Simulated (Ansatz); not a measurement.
# H: the cost of one run

Program: Ansatz 0.2.0. Level of theory: DFT PBEsol, scalar-relativistic, plane waves, PAW. These are calculated values, not measurements.

## Step 1: The system as given

It takes space group P6_3/mmc (No. 194, hexagonal). The conventional cell has a = 3.840 Å, b = 3.840 Å, c = 5.047 Å, α = 90.00°, β = 90.00°, γ = 120.00°. H (site symmetry 3m) is surrounded by 1 H at 0.74 Å.

Coordinates:

```cif
data_structure
_symmetry_space_group_name_H-M 'P 1'
_symmetry_Int_Tables_number 1
_cell_length_a 3.8401
_cell_length_b 3.8401
_cell_length_c 5.0467
_cell_angle_alpha 90.000
_cell_angle_beta 90.000
_cell_angle_gamma 120.000
_cell_volume 64.45
loop_
_atom_site_label
_atom_site_type_symbol
_atom_site_fract_x
_atom_site_fract_y
_atom_site_fract_z
_atom_site_occupancy
H1 H 0.33333 0.66667 0.17650 1
H2 H 0.66667 0.33333 0.67650 1
H3 H 0.66667 0.33333 0.82350 1
H4 H 0.33333 0.66667 0.32350 1
```

This is candidate A: structure listed in a database for this formula (P6_3/mmc, No. 194).

(A quick probe on a coarse mesh, which set the mesh and smearing, is not shown.)

## Step 3: A loose first relaxation (candidate A)

The input, input.yaml:

```yaml
crystal:
  lattice:
    - [3.8401304226, 0.0, 0.0]
    - [-1.9200652113, 3.3256504998, 0.0]
    - [0.0, 0.0, 5.04666155]
  atoms:
    - { symbol: H, position: [0.33333333, 0.66666667, 0.17649588] }
    - { symbol: H, position: [0.66666667, 0.33333333, 0.67649588] }
    - { symbol: H, position: [0.66666667, 0.33333333, 0.82350412] }
    - { symbol: H, position: [0.33333333, 0.66666667, 0.32350412] }
basis:
  ecutwfc: 420
kpoints:
  mp_grid: { grid: [6, 6, 4] }
hamiltonian:
  xc: pbesol
scf:
  occupations: { method: gaussian, width: 0.1 }
  lower_state_search: "off"
output:
  forces: true
  stress: true
  eigenvalues: true
relax:
  adjacent_minimum: "off"
  f_tol: 0.04
  max_steps: 70
  cell: { stress_tol: 0.4 }
```

What time and memory should one allow on 1 thread of an Arm CPU, shared host?

About 2.7 s, with a peak of 0.26 GiB.
